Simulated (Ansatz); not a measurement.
The system is NiO.

```
CELL_PARAMETERS angstrom
0.00000 2.08590 2.08590
2.08590 0.00000 2.08590
2.08590 2.08590 0.00000
ATOMIC_POSITIONS crystal
Ni 0.00000 0.00000 0.00000
O 0.50000 0.50000 0.50000
```

* Program: Ansatz 0.2.0
* Task: relaxation of cell and atoms
* Functional: BLYP
* Potentials or basis: all-electron LAPW, scalar-relativistic
* Basis error allowed: 0.001 eV/atom
* k mesh: 11 × 11 × 11
* Occupations: fermi-dirac, width 0.05 eV
* Spin: collinear spin, ferromagnetic start
* Starting moments: [1.0, 0.0] μB

At the start: volume 9.08 Å³/atom.

Problem. How do energy, volume and symmetry change on relaxing?

Solution. Over 5 steps the energy falls by 31.4 meV/atom and the volume is 9.82 Å³/atom (+8.2 %); space group Fm-3m (No. 225, to 0.05 Å); moment 1.89 μB per cell.

The path:
```
step  energy change (eV)  largest force (eV/Å)  volume (Å³)
   1              0.0000                0.0000        18.15
   2             -0.0429                0.0000        18.78
   3             -0.0626                0.0000        19.56
   4             -0.0627                0.0000        19.63
   5             -0.0628                0.0000        19.63
```

Final structure:
```
CELL_PARAMETERS angstrom
0.00000 2.14121 2.14121
2.14121 0.00000 2.14121
2.14121 2.14121 0.00000
ATOMIC_POSITIONS crystal
Ni 0.00000 0.00000 0.00000
O 0.50000 0.50000 0.50000
```

Caveat: a cell with one magnetic atom can't hold antiferromagnetic order, which such compounds often take.
